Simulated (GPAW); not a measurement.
Crystal: Mo.

```
Mo
1.0
    -1.58381    1.58381    1.58381
     1.58381   -1.58381    1.58381
     1.58381    1.58381   -1.58381
Mo
1
Direct
  0.00000 0.00000 0.00000
```

```yaml
Program: GPAW 26.7.0
Task: relaxation of cell and atoms
Functional: PBEsol
Potentials_or_basis: PAW data sets generated in the run's folder for this functional
Cutoff: 600 eV
Basis: pw
k_mesh: 12 × 12 × 12
Occupations: fermi-dirac, width 0.05 eV
Spin: no spin polarisation
```

At the start: pressure -10.0 GPa; volume 15.89 Å³/atom.

**Question.** How do energy, volume and symmetry change on relaxing?

**Answer.** Over 3 steps the energy falls by 19.1 meV/atom and the volume is 15.29 Å³/atom (-3.8 %); space group Im-3m (No. 229, to 0.05 Å).

The path:
```tsv
step	energy change (eV)	largest force (eV/Å)	pressure (GPa)	volume (Å³)
1	0.0000	0.0000	-9.96	15.89
2	-0.0189	0.0000	1.08	15.23
3	-0.0191	0.0000	-0.05	15.29
```

Final structure:
```
Mo
1.0
    -1.56368    1.56368    1.56368
     1.56368   -1.56368    1.56368
     1.56368    1.56368   -1.56368
Mo
1
Direct
  0.00000 0.00000 0.00000
```

Caveat: later steps reuse the first step's grids.
